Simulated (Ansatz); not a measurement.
Runs of Ansatz 0.2.0 on AlFe3. It takes space group Fm-3m (No. 225, cubic). Conventional cell: a = 5.774 Å, b = 5.774 Å, c = 5.774 Å, α = 90.00°, β = 90.00°, γ = 90.00°. Fe (site symmetry -43m) is surrounded by 4 Al at 2.50 Å and 4 Fe at 2.50 Å. Fe (site symmetry m-3m) has 8 Fe at 2.50 Å as nearest neighbours. Al (site symmetry m-3m) is surrounded by 8 Fe at 2.50 Å. The cell comes from a database or a generator and needn't be the stable form of this composition.

```csv
spin,k mesh,gap on the mesh (eV),pressure (GPa),moment (μB)
"collinear, antiferromagnetic start",8 × 8 × 8,none,-9.9,6.04
"collinear, random start",8 × 8 × 8,none,-9.9,6.04
"collinear, ferromagnetic start",8 × 8 × 8,none,-9.9,6.04
"collinear, ferrimagnetic start",8 × 8 × 8,none,-9.9,6.04
"non-collinear, random start",6 × 6 × 6,none,(a),6.14
off,8 × 8 × 8,none,-22.0,-
```

Alike in all rows: task single point; level PBEsol; potentials or basis Ansatz PAW; cell as given; cutoff (eV) 420; smearing fermi-dirac 0.05 eV.

Estimate the missing entries.

(a) -9.5.

Caveats: the PAW data sets come from PBE, with cores solved anew for the run's functional, which leaves a small shift of forces and pressure; the starting moments weren't kept (some runs).

A gap of «none» marks a metal or a gap under the smearing width.
